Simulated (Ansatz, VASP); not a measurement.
**One calculation of C, two programs**

The input INCAR:

```
ALGO = Fast
EDIFF = 1E-6
ENCUT = 520
GGA = PE
ISIF = 2
ISMEAR = -1
LASPH = T
LCHARG = F
LREAL = F
LWAVE = F
NBANDS = 11
NELM = 60
PREC = Accurate
SIGMA = 0.05
```

The input KPOINTS:

```
k-points
0
Gamma
  13 13 8
```

Contents of POSCAR:

```
C
1.0
    2.0847739011     -1.2037167912      0.0000000000
    2.0847739011      1.2037167912      0.0000000000
   -1.3514882383      0.0000000000      3.5028300786
C
2
Direct
    0.1666444700      0.1666444700      0.9999069600
    0.8333555300      0.8333555300      0.0000930400
```

Contents of input.yaml:

```yaml
crystal:
  lattice:
    - [2.0847739011, -1.2037167912, 0.0]
    - [2.0847739011, 1.2037167912, 0.0]
    - [-1.3514882383, 0.0, 3.5028300786]
  atoms:
    - { symbol: C, position: [0.16664447, 0.16664447, 0.99990696] }
    - { symbol: C, position: [0.83335553, 0.83335553, 9.304e-05] }
hamiltonian:
  xc: pbe
  pseudopotentials: { kind: paw }
kpoints:
  mp_grid: { grid: [13, 13, 8] }
scf:
  occupations: { method: fermi_dirac, width: 0.05 }
output:
  forces: true
  stress: true
  eigenvalues: true
  write_density: true
  write_potential: true
  elf: true
  volumetric_format: npy
```

Change from the starting cell: strain = -0.02.

Alike in both runs: task single point; functional PBE; k mesh 13 × 13 × 8; occupations fermi-dirac, width 0.05 eV; no spin polarisation.

|  | VASP | Ansatz |
| --- | --- | --- |
| version | VASP 6.6.1 | Ansatz 0.2.0 |
| potentials or method | VASP PAW PBE potentials, release 64 (C) | Ansatz PAW |
| plane-wave cutoff (eV) | 520 | 420 |
| valence electrons in the cell | 8 | 8 |

|  | VASP | Ansatz | Ansatz less VASP |
| --- | --- | --- | --- |
| gap on the k mesh at the Fermi level (eV) | 1.03 | 1.03 | +0.001 |
| least direct gap on the mesh (eV) | 1.04 | 1.04 | 0.000 |
| pressure (GPa) | 22.3 | 21.8 | -0.45 |
| largest component of the traceless stress (GPa) | 20.19 | 19.64 | -0.549 |
| rms of the force components (eV/Å) | 0.003 | 0.003 | -0.0001 |

Atom by atom the forces differ by 0.000 eV/Å (rms over components). With one functional, cell and mesh, what is left measures potentials, basis and numerics.

Caveats: this functional lacks dispersion, which binds the layers, so the pressure and a relaxed spacing across them are unreliable; an odd mesh through Γ misses points on the zone boundary, where band edges often lie (VASP); odd divisions of the mesh miss points on the zone boundary, where band edges often lie, so the gap on the mesh can be too wide (Ansatz); the pressure holds a Pulay correction of +0.5 GPa for the finite cutoff (Ansatz).
